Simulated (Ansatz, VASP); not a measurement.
S: VASP beside Ansatz

Contents of INCAR:

```
PREC     = Accurate       # precision mode
ENCUT    = 520            # plane-wave cutoff, eV
EDIFF    = 1E-8           # SCF threshold, eV
ISMEAR   = -1             # smearing method
SIGMA    = 0.03           # smearing width, eV
LREAL    = False          # projectors in reciprocal space
LASPH    = True           # aspherical terms in the spheres
NELM     = 80             # most SCF steps
ALGO     = Normal         # electronic algorithm
ISIF     = 2              # what is computed and relaxed
LWAVE    = False          # write WAVECAR
LCHARG   = False          # write CHGCAR
GGA      = PE             # functional
LEFG     = True         
NBANDS   = 9              # bands
```

KPOINTS

```
Automatic mesh
0
Gamma
  16 16 16
```

File POSCAR:

```
S
1.0
    0.0000000000      2.0104382500      2.0104382500
    2.0104382500      0.0000000000      2.0104382500
    2.0104382500      2.0104382500      0.0000000000
S
1
Direct
    0.0000000000      0.0000000000      0.0000000000
```

Input for Ansatz:

```yaml
crystal:
  lattice:
    - [0.0, 2.01043825, 2.01043825]
    - [2.01043825, 0.0, 2.01043825]
    - [2.01043825, 2.01043825, 0.0]
  atoms:
    - { symbol: S, position: [0.0, 0.0, 0.0] }
kpoints:
  mp_grid: { grid: [16, 16, 16] }
scf:
  occupations: { method: fermi_dirac, width: 0.03 }
hamiltonian:
  xc: pbe
  pseudopotentials: { kind: paw }
output:
  forces: true
  stress: true
  eigenvalues: true
  efg: { contact_densities: true }
```

Change from the starting cell: volume scaled by 1.025, PAW files.

Alike in both runs: task electric field gradients; functional PBE; k mesh 16 × 16 × 16; occupations fermi-dirac, width 0.03 eV; no spin polarisation.

```csv
,VASP,Ansatz
version,VASP 6.6.1,Ansatz 0.2.0
potentials or method,"VASP PAW PBE potentials, release 64 (S)","PAW with Ansatz's default frozen-core files, scalar-relativistic"
plane-wave cutoff (eV),520,420
valence electrons in the cell,6,6
```

|  | VASP | Ansatz | Ansatz less VASP |
| --- | --- | --- | --- |
| pressure (GPa) | -2.0 | -1.9 | +0.14 |
| Vzz of the field gradient on the site that differs most (V/Å²) | 0.0 | 0.0 | 0.00 |
